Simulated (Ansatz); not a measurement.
## BN: short molecular dynamics at 1800 K

Method: DFT PBE+D3(BJ), scalar-relativistic, plane waves, PAW in Ansatz. Settings: plane waves to 420 eV, k-mesh 3×3×2 (shifted by 0.0, 0.0, 0.5 steps), Fermi–Dirac smearing 0.16 eV. The mesh is coarse. No spin polarisation.

16 atoms, starting at 1.06 times the perfect crystal's volume (space group P6_3/mmc, the cell as given, not relaxed at this level); Langevin thermostat at 1800 K (friction 0.05 fs⁻¹), fixed cell; 85 steps of 1.5 fs. The run is short and not equilibrated.

First frame:

```
B N
1.0
     2.55310   -4.42210    0.00000
     2.55310    4.42210    0.00000
     0.00000    0.00000    6.79184
B N
8 8
Cartesian
  1.2766 -0.7370 1.6980
  2.5531 -2.9481 1.6980
  2.5531 1.4740 1.6980
  3.8297 -0.7370 1.6980
  2.5531 -1.4740 5.0939
  1.2766 0.7370 5.0939
  3.8297 0.7370 5.0939
  2.5531 2.9481 5.0939
  1.2766 -0.7370 5.0939
  2.5531 -2.9481 5.0939
  2.5531 1.4740 5.0939
  3.8297 -0.7370 5.0939
  2.5531 -1.4740 1.6980
  1.2766 0.7370 1.6980
  3.8297 0.7370 1.6980
  2.5531 2.9481 1.6980
```

| Quantity | Value |
| --- | --- |
| Mean temperature over the second half | 1850 K |
| Mean pressure over the second half (kinetic part included) | -8.0 GPa |
| Mean potential energy above the perfect crystal (as given, at volume ratio 1; besides heat the difference comes from the volume, 6 % larger; its own run had another smearing, without effect beside its gap) | 241 meV/atom |
| Mean-square drift of B from first to last step (mean shift of all atoms removed) | 0.04 Å² |
| Mean-square drift of N from first to last step (mean shift of all atoms removed) | 0.04 Å² |

Pair distribution functions g(r), second half of the run, up to half the cell's height:

```
r (Å) B-N
 1.15   0.0
 1.25   0.1
 1.35   3.2
 1.45  10.1
 1.55   6.3
 1.65   1.1
 1.75   0.1
 1.85   0.0
 1.95   0.0
 2.05   0.0
 2.15   0.0
```

Along the run (potential energy from its first value; pressure with the kinetic part):

```tsv
t (fs)	T (K)	ΔE_pot (meV/atom)	P (GPa)
0.0	1688	0.0	-9.7
4.5	827	66.2	-9.7
9.0	843	113.4	-9.8
13.5	1246	115.4	-10.3
18.0	1416	148.9	-8.9
22.5	1320	179.6	-7.6
27.0	2342	152.6	-7.8
31.5	1469	261.9	-5.6
36.0	1543	229.7	-7.1
40.5	2172	193.2	-9.4
45.0	2020	257.7	-7.8
49.5	1667	296.3	-5.4
54.0	1879	232.9	-7.0
58.5	1796	239.7	-7.8
63.0	1645	230.8	-9.3
67.5	1765	221.7	-9.3
72.0	2056	191.4	-8.9
76.5	1679	165.0	-9.9
81.0	2014	169.7	-8.5
85.5	1609	213.2	-8.2
90.0	1451	252.4	-7.3
94.5	2057	205.0	-7.2
99.0	1871	208.3	-7.2
103.5	2025	196.3	-7.6
108.0	2297	182.4	-6.6
112.5	1997	229.2	-5.9
117.0	2181	258.7	-7.3
121.5	1517	331.4	-7.8
126.0	1641	261.1	-10.3
```